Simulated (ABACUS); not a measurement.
Crystal: Mg.

```
Mg
1.0
     0.00000    2.24426    2.24426
     2.24426    0.00000    2.24426
     2.24426    2.24426    0.00000
Mg
1
Cartesian
  0.0000 0.0000 0.0000
```

This isn't the form of Mg at room conditions, which is hcp.

| Property | Result |
| --- | --- |
| Program | ABACUS 3.10.1 |
| Task | single point |
| Functional | PBE |
| Potentials or basis | PseudoDojo NC SR 0.4.1 PBE standard |
| Cutoff | 1143 eV |
| Density cutoff | 4572 eV |
| Basis | plane waves |
| k mesh | 10 × 10 × 10 |
| Occupations | fermi-dirac, width 0.05 eV |
| Spin | no spin polarisation |

On this cell: pressure 0.9 GPa; band gap on the k mesh none (metal or under the smearing width).

The same run follows on a disturbed copy (cell strained at random at fixed volume):

```
CELL_PARAMETERS angstrom
0.02074 2.21365 2.27413
2.26756 0.04128 2.25359
2.30140 2.22695 0.00745
ATOMIC_POSITIONS crystal
Mg 0.00172 0.00720 0.98951
```

What changes?

The energy (extrapolated to zero smearing) moves by +1.3 meV/atom; pressure 0.9 GPa; band gap on the k mesh none (metal or under the smearing width).

Stress tensor (GPa, compression positive):
```
 0.77 -0.72  0.12
-0.72  1.09 -0.42
 0.12 -0.42  0.81
```
